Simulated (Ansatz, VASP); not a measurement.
**One calculation of AlFe, two programs**

```
CELL_PARAMETERS angstrom
2.70140 0.00000 0.00000
0.00000 2.70140 0.00000
0.00000 0.00000 2.70140
ATOMIC_POSITIONS crystal
Al 0.00000 0.00000 0.00000
Fe 0.50000 0.50000 0.50000
```

Change from the starting cell: volume scaled by 0.8, no spin polarisation, PAW files.

Alike in both runs: task single point; functional PBE; k mesh 11 × 11 × 11; occupations fermi-dirac, width 0.1 eV; no spin polarisation.

|  | VASP | Ansatz |
| --- | --- | --- |
| version | VASP 6.6.1 | Ansatz 0.2.0 |
| potentials or method | VASP PAW PBE potentials, release 64 (Al, Fe) | PAW with Ansatz's default frozen-core files, scalar-relativistic |
| plane-wave cutoff (eV) | 520 | 420 |
| valence electrons in the cell | 11 | 19 |

```csv
,VASP,Ansatz,Ansatz less VASP
pressure (GPa),48.0,47.8,-0.18
```

The two sets of potentials don't hold the same shells in valence.

Caveats: so large a pressure means that the cell lies far from this level's equilibrium, or that cutoff or potentials fall short (VASP). Spin polarisation is off, so any magnetic state and its effect on volume and gap are missing.
